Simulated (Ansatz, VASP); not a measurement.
**Ir in VASP and in Ansatz**

The input INCAR:

```
PREC = Accurate
ENCUT = 520
EDIFF = 1E-8
ISMEAR = -1
SIGMA = 0.05
LREAL = False
LASPH = True
NELM = 60
ALGO = Normal
ISIF = 2
LWAVE = False
LCHARG = False
GGA = PS
LEFG = True
NBANDS = 10
```

KPOINTS

```
Automatic mesh
0
Gamma
  15 15 15
```

The input POSCAR:

```
Ir
1.0
    0.0000000000      1.9132795507      1.9132795507
    1.9132795507      0.0000000000      1.9132795507
    1.9132795507      1.9132795507      0.0000000000
Ir
1
Direct
    0.0000000000      0.0000000000      0.0000000000
```

Input for Ansatz:

```yaml
crystal:
  lattice:
    - [0.0, 1.9132795507, 1.9132795507]
    - [1.9132795507, 0.0, 1.9132795507]
    - [1.9132795507, 1.9132795507, 0.0]
  atoms:
    - { symbol: Ir, position: [0.0, 0.0, 0.0] }
kpoints:
  mp_grid: { grid: [15, 15, 15] }
scf:
  occupations: { method: fermi_dirac, width: 0.05 }
hamiltonian:
  xc: pbesol
  pseudopotentials: { kind: paw }
output:
  forces: true
  stress: true
  eigenvalues: true
  efg: { contact_densities: true }
```

Change from the starting cell: volume scaled by 0.99, PAW files.

Alike in both runs: task electric field gradients; functional PBEsol; k mesh 15 × 15 × 15; occupations fermi-dirac, width 0.05 eV; no spin polarisation.

|  | VASP | Ansatz |
| --- | --- | --- |
| version | VASP 6.6.1 | Ansatz 0.2.0 |
| potentials or method | VASP PAW PBE potentials, release 64 (Ir) | PAW with Ansatz's default frozen-core files, scalar-relativistic |
| plane-wave cutoff (eV) | 520 | 420 |
| valence electrons in the cell | 9 | 17 |

```csv
,VASP,Ansatz,Ansatz less VASP
pressure (GPa),2.1,1.1,-1.01
Vzz of the field gradient on the site that differs most (V/Å²),0.0,0.0,0.00
```

The two sets of potentials don't hold the same shells in valence. Ansatz warned: «gradients_without_spin_orbit».

Caveats: the PAW data sets were made with another functional, which shifts forces and pressure a little (VASP). Spin-orbit coupling is left out, which matters for the levels of Ir.
